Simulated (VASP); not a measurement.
# Sc (Fm-3m) in VASP: a series of runs

The runs below take Sc through single point, relaxation of the atoms, with PBE, r2SCAN0+rVV10, BEEF-vdW.

Everything below comes from runs of VASP 6.6.1. Logs are shortened: lines on timing, memory, paths and dates and some standing lists are left out, and cuts for length are marked.

### Step 1. The crystal as given

Symmetry: Fm-3m, No. 225, cubic system. Conventional cell: a = 4.520 Å, b = 4.520 Å, c = 4.520 Å, α = 90.00°, β = 90.00°, γ = 90.00°. Around Sc (site symmetry m-3m) lie 12 Sc at 3.20 Å.

This isn't the form of Sc at room conditions, which is hcp.

### Step 2. Single point, PBE

Input file INCAR:

```
  PREC = Accurate
  ENCUT = 550
  EDIFF = 1E-6
  ISMEAR = 0
  SIGMA = 0.1
  LREAL = False
  LASPH = True
  NELM = 60
  ALGO = Fast
  ISIF = 2
  LWAVE = False
  LCHARG = True
  GGA = PE
  LELF = True
  LVHAR = True
```

Input file KPOINTS:

```
Automatic mesh
0
Gamma
  10 10 10
```

Input file POSCAR:

```
Sc
1.0
    0.0000000000      2.2600000000      2.2600000000
    2.2600000000      0.0000000000      2.2600000000
    2.2600000000      2.2600000000      0.0000000000
Sc
1
Direct
    0.0000000000      0.0000000000      0.0000000000
```

Potentials or basis: VASP PAW PBE potentials, release 64 (Sc_sv_GW).

Command:

```console
cat potpaw_PBE.64/Sc_sv_GW/POTCAR > POTCAR
mpirun -np 1 vasp_std > vasp.out
```

OUTCAR:

```text
PREC = Accurate
   ENCUT = 550
   EDIFF = 1E-6
   ISMEAR = 0
   LREAL = False
   LASPH = True
   NELM = 60
   ISIF = 2
   GGA = PE

 ion  position               nearest neighbor table
   1  0.000  0.000  0.000-

  LATTYP: Found a face centered cubic cell.
 ALAT       =     4.5200000000

  Lattice vectors:

 A1 = (   0.0000000000,   2.2600000000,   2.2600000000)
 A2 = (   2.2600000000,   0.0000000000,   2.2600000000)
 A3 = (   2.2600000000,   2.2600000000,   0.0000000000)

Analysis of symmetry for initial positions (statically):
=====================================================================
 Subroutine PRICEL returns:
 Original cell was already a primitive cell.

 Routine SETGRP: Setting up the symmetry group for a
 face centered cubic supercell.

 Subroutine GETGRP returns: Found 48 space group operations
 (whereof 48 operations were pure point group operations)
 out of a pool of 48 trial point group operations.

The static configuration has the point symmetry O_h .

Analysis of symmetry for dynamics (positions and initial velocities):
=====================================================================
 Subroutine PRICEL returns:
 Original cell was already a primitive cell.

 Routine SETGRP: Setting up the symmetry group for a
 face centered cubic supercell.

 Subroutine GETGRP returns: Found 48 space group operations
 (whereof 48 operations were pure point group operations)
 out of a pool of 48 trial point group operations.

The dynamic configuration has the point symmetry O_h .

 Subroutine INISYM returns: Found 48 space group operations
 (whereof 48 operations are pure point group operations),
 and found     1 'primitive' translations

----------------------------------------------------------------------------------------

                                     Primitive cell

  volume of cell :      23.0864

  direct lattice vectors                    reciprocal lattice vectors
     0.000000000  2.260000000  2.260000000    -0.221238938  0.221238938  0.221238938
     2.260000000  0.000000000  2.260000000     0.221238938 -0.221238938  0.221238938
     2.260000000  2.260000000  0.000000000     0.221238938  0.221238938 -0.221238938

  length of vectors
     3.196122651  3.196122651  3.196122651     0.383197081  0.383197081  0.383197081

  position of ions in fractional coordinates (direct lattice)
     0.000000000  0.000000000  0.000000000

  ion indices of the primitive-cell ions
   primitive index   ion index
                 1           1

----------------------------------------------------------------------------------------

 KPOINTS: Automatic mesh

Automatic generation of k-mesh.
 Grid dimensions read from file:
 generate k-points for:   10   10   10

 Generating k-lattice:

  Cartesian coordinates                     Fractional coordinates (reciprocal lattice)
    -0.022123894  0.022123894  0.022123894     0.100000000  0.000000000  0.000000000
     0.022123894 -0.022123894  0.022123894     0.000000000  0.100000000  0.000000000
     0.022123894  0.022123894 -0.022123894     0.000000000  0.000000000  0.100000000

  Length of vectors
     0.038319708  0.038319708  0.038319708

  Shift w.r.t. Gamma in fractional coordinates (k-lattice)
     0.000000000  0.000000000  0.000000000

 Subroutine IBZKPT returns following result:
 ===========================================

 Found     47 irreducible k-points:

 Following reciprocal coordinates:
            Coordinates               Weight
  0.000000  0.000000  0.000000      1.000000
  0.100000  0.000000  0.000000      8.000000
  0.200000  0.000000  0.000000      8.000000
  0.300000  0.000000  0.000000      8.000000
  0.400000  0.000000  0.000000      8.000000
  0.500000  0.000000  0.000000      4.000000
[... 39 lines left out ...]
 -0.300000  0.400000  0.200000     24.000000
 -0.300000  0.500000  0.200000     12.000000
   k-points           NKPTS =     47   k-points in BZ     NKDIM =     47   number of bands    NBANDS=      9
   number of dos      NEDOS =    301   number of ions     NIONS =      1
   total plane-waves  NPLWV =  13824
   dimension x,y,z NGX =    24 NGY =   24 NGZ =   24
   dimension x,y,z NGXF=    48 NGYF=   48 NGZF=   48
   ions per type =               1
   NGX,Y,Z   is equivalent  to a cutoff of  12.48, 12.48, 12.48 a.u.
   NGXF,Y,Z  is equivalent  to a cutoff of  24.97, 24.97, 24.97 a.u.
 SYSTEM =  unknown system
   PREC   = accura    normal or accurate (medium, high low for compatibility)
   ISTART =      0    job   : 0-new  1-cont  2-samecut
   ICHARG =      2    charge: 1-file 2-atom 10-const
   ISPIN  =      1    spin polarized calculation?
   LNONCOLLINEAR =      F non collinear calculations
   LSORBIT =      F    spin-orbit coupling
   LASPH  =      T    aspherical Exc in radial PAW
   ENCUT  =  550.0 eV  40.42 Ry    6.36 a.u.   6.11  6.11  6.11*2*pi/ulx,y,z
   NELM   =     60;   NELMIN=  2; NELMDL= -5     # of ELM steps
   EDIFF  = 0.1E-05   stopping-criterion for ELM
   LREAL  =      F    real-space projection
   EDIFFG = 0.1E-04   stopping-criterion for IOM
   NSW    =      0    number of steps for IOM
   IBRION =     -1    ionic relax: 0-MD 1-quasi-New 2-CG
   NFREE  =      0    steps in history (QN), initial steepest desc. (CG)
   ISIF   =      2    stress and relaxation
   ISYM   =      2    0-nonsym 1-usesym 2-fastsym
   POTIM  = 0.5000    time-step for ionic-motion
   TEBEG  =    0.0;   TEEND  =   0.0 temperature during run
   PSTRESS=    0.0 pullay stress
   NELECT =      11.0000    total number of electrons
   NUPDOWN=      -1.0000    fix difference up-down
   EMIN   =  10.00;   EMAX   =-10.00  energy-range for DOS
   EFERMI =   0.00;   METHOD = LEGACY
   ISMEAR =     0;   SIGMA  =   0.10  broadening in eV -4-tet -1-fermi 0-gaus
   EFERMI_NEDOS =   21; number of points for ismear=-14 and -15
   IALGO  =     68    algorithm
   IMIX   =      4    mixing-type and parameters
     AMIX     =   0.40;   BMIX     =  1.00
     AMIX_MAG =   1.60;   BMIX_MAG =  1.00
  volume/ion in A,a.u.               =      23.09       155.79
  Fermi-wavevector in a.u.,A,eV,Ry     =   1.278657  2.416311 22.245021  1.634963
  Thomas-Fermi vector in A             =   2.411187
   LORBIT       =      0    0 simple, 1 ext, 2 COOP (PROOUT), +10 PAW based schemes
   GGA     = PE    functional components
   LHFCALC =     F    Hartree Fock is set to
   AEXX    =    0.0000 exact exchange contribution
   IVDW    =     0    specifies the selected vdW correction
   LEPSILON=     F    determine dielectric tensor
   LRPA    =     F    only Hartree local field effects (RPA)
 non-spin polarized calculation
 RMM-DIIS sequential band-by-band and
 Gauss-broadening in eV      SIGMA  =   0.10
  energy-cutoff  :      550.00
  volume of cell :       23.09
 maximum number of plane-waves:       692
   NGX = 13   NGY = 13   NGZ = 13

 number of electron      11.0000000 magnetization

 Free energy of the ion-electron system (eV)
  ---------------------------------------------------
  ext. energy  EPLUGINS =         0.00000000
  ---------------------------------------------------
  free energy    TOTEN  =        -8.63351514 eV

  energy without entropy =       -8.62333754  energy(sigma->0) =       -8.62842634

 E-fermi :   6.5299     XC(G=0): -10.1317

 val. band max:        6.5231741663   @ k =  -0.4000   0.4000   0.2000
 cond. band min:       6.5712952144   @ k =   0.4000   0.2000   0.0000
 fundamental gap:      0.0481210481
 Fermi energy:         6.5299360476

 k-point     1 :       0.0000    0.0000    0.0000
  band No.  band energies     occupation
      1     -42.7258      2.00000
      2     -21.0925      2.00000
      3     -21.0925      2.00000
      4     -21.0925      2.00000
      5       1.2314      2.00000
      6       8.2109      0.00000
      7       8.2109      0.00000
      8       8.2109      0.00000
      9       9.7127      0.00000

 k-point     2 :       0.1000    0.0000    0.0000
  band No.  band energies     occupation
      1     -42.7184      2.00000
      2     -21.1420      2.00000
      3     -21.0991      2.00000
      4     -21.0991      2.00000
      5       1.4977      2.00000
      6       8.0099      0.00000
      7       8.3063      0.00000
      8       8.3063      0.00000
      9       9.6456      0.00000

 k-point     3 :       0.2000    0.0000    0.0000
  band No.  band energies     occupation
      1     -42.6989      2.00000
      2     -21.2674      2.00000
      3     -21.1150      2.00000
      4     -21.1150      2.00000
      5       2.2457      2.00000
      6       7.5484      0.00000
      7       8.4469      0.00000
      8       8.4469      0.00000
      9       9.6289      0.00000

 k-point     4 :       0.3000    0.0000    0.0000
  band No.  band energies     occupation
      1     -42.6747      2.00000
      2     -21.4200      2.00000
      3     -21.1350      2.00000
      4     -21.1350      2.00000
      5       3.3034      2.00000
      6       7.0955      0.00000
      7       8.3524      0.00000
      8       8.3524      0.00000
      9       9.9758      0.00000

 k-point     5 :       0.4000    0.0000    0.0000
  band No.  band energies     occupation
      1     -42.6550      2.00000
      2     -21.5410      2.00000
      3     -21.1508      2.00000
      4     -21.1508      2.00000
      5       4.2977      2.00000
      6       6.8798      0.00000
      7       8.1662      0.00000
      8       8.1662      0.00000
      9      10.4637      0.00000

 k-point     6 :       0.5000    0.0000    0.0000
  band No.  band energies     occupation
      1     -42.6474      2.00000
      2     -21.5865      2.00000
      3     -21.1562      2.00000
      4     -21.1562      2.00000
      5       4.6983      2.00000
      6       6.8902      0.00000
      7       8.0870      0.00000
      8       8.0870      0.00000
      9      10.6879      0.00000
[... 361 lines left out ...]
 k-point    37 :       0.5000    0.3000    0.1000
  band No.  band energies     occupation
      1     -42.6388      2.00000
      2     -21.4759      2.00000
      3     -21.2799      2.00000
      4     -21.2110      2.00000
      5       4.9998      2.00000
      6       6.4162      1.89227
      7       7.3513      0.00000
      8       9.3242      0.00000
      9      10.3000      0.00000

 k-point    38 :      -0.4000    0.3000    0.1000
  band No.  band energies     occupation
      1     -42.6307      2.00000
      2     -21.4923      2.00000
      3     -21.3221      2.00000
      4     -21.2160      2.00000
      5       5.7561      2.00000
      6       6.1603      2.00000
      7       7.2505      0.00000
      8       9.1044      0.00000
      9      10.5676      0.00000

 k-point    39 :      -0.3000    0.3000    0.1000
  band No.  band energies     occupation
      1     -42.6332      2.00000
      2     -21.4748      2.00000
      3     -21.3367      2.00000
      4     -21.2003      2.00000
      5       5.6364      2.00000
      6       6.4275      1.85265
      7       7.0819      0.00000
      8       9.0454      0.00000
      9      10.2743      0.00000

 k-point    40 :      -0.2000    0.3000    0.1000
  band No.  band energies     occupation
      1     -42.6453      2.00000
      2     -21.4506      2.00000
      3     -21.2942      2.00000
      4     -21.1744      2.00000
      5       4.8149      2.00000
      6       6.7568      0.00134
      7       7.2266      0.00000
      8       9.0909      0.00000
      9       9.7288      0.00000

 [... further k-points ...]

------------------------ aborting loop because EDIFF is reached ----------------------------------------

  FORCE on cell =-STRESS in cart. coord.  units (eV):
  Direction    XX          YY          ZZ          XY          YZ          ZX
  --------------------------------------------------------------------------------------
  -------------------------------------------------------------------------------------
  Total        0.4407560      0.4407560      0.4407560     -0.0000000      0.0000000      0.0000000
  in kB       30.5881671     30.5881671     30.5881671     -0.0000000      0.0000000      0.0000000
  external PRESSURE =      30.5881671 kB  Pullay stress =       0.0000000 kB

 VOLUME and BASIS-vectors are now :
 -----------------------------------------------------------------------------
  energy-cutoff  :      550.00
  volume of cell :       23.09
      direct lattice vectors                 reciprocal lattice vectors
     0.000000000  2.260000000  2.260000000    -0.221238938  0.221238938  0.221238938
     2.260000000  0.000000000  2.260000000     0.221238938 -0.221238938  0.221238938
     2.260000000  2.260000000  0.000000000     0.221238938  0.221238938 -0.221238938

 POSITION                                       TOTAL-FORCE (eV/Angst)
 -----------------------------------------------------------------------------------
      0.00000      0.00000      0.00000        -0.000000     -0.000000      0.000000
 -----------------------------------------------------------------------------------
    total drift:                                0.000000      0.000000      0.000000

  FREE ENERGIE OF THE ION-ELECTRON SYSTEM (eV)
  ---------------------------------------------------
  free  energy   TOTEN  =        -8.6335151434 eV

  energy  without entropy=       -8.6233375383  energy(sigma->0) =       -8.62842634
```

It took 42 s on 1 thread of Intel Xeon Platinum 8488C (Sapphire Rapids), shared host; peak memory 0.15 GiB.

Results:

* Free energy: -8.6335 eV
* Pressure: 3.1 GPa
* Band gap on the k mesh: none (metal or under the smearing width)

[end of part 1 of 2]
